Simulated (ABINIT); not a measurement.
The system is P.

```
CELL_PARAMETERS angstrom
1.72573 0.99635 3.12968
-1.72573 0.99635 3.12968
0.00000 -1.99270 3.12968
ATOMIC_POSITIONS crystal
P 0.77292 0.77292 0.77292
P 0.22708 0.22708 0.22708
```

This isn't the form of P at room conditions, which is orthorhombic.

| Property | Result |
| --- | --- |
| Program | ABINIT 10.8.3 (patched build) |
| Task | relaxation of cell and atoms |
| Functional | PBEsol |
| Potentials or basis | PseudoDojo NC SR PBEsol v0.4.1 standard |
| Cutoff | 599 eV |
| k mesh | 7 × 7 × 7 |
| Occupations | fermi-dirac, width 0.05 eV |
| Spin | no spin polarisation |

At the start: pressure -2.0 GPa; volume 16.14 Å³/atom.

Task: Where does the relaxation end?

Result: Over 11 steps the energy falls by 13.0 meV/atom and the volume is 15.23 Å³/atom (-5.6 %); space group R-3m (No. 166, to 0.05 Å).

Step by step:
```
step  energy change (eV)  largest force (eV/Å)  pressure (GPa)  volume (Å³)
   1              0.0000                0.2331           -1.97        32.29
   2             -0.0039                0.2364           -1.66        32.09
   3             -0.0202                0.1436            2.04        30.21
   4             -0.0227                0.1248            1.03        30.57
   5             -0.0246                0.0672            0.23        30.76
   6             -0.0257                0.0146           -0.11        30.75
   7             -0.0259                0.0027           -0.08        30.65
   8             -0.0260                0.0020           -0.02        30.56
   9             -0.0261                0.0017            0.01        30.49
  10             -0.0261                0.0002            0.01        30.46
  11             -0.0261                0.0001            0.00        30.46
```

Final structure:
```
CELL_PARAMETERS angstrom
1.71972 0.99288 2.97355
-1.71972 0.99288 2.97355
0.00000 -1.98576 2.97355
ATOMIC_POSITIONS crystal
P 0.76789 0.76789 0.76789
P 0.23211 0.23211 0.23211
```
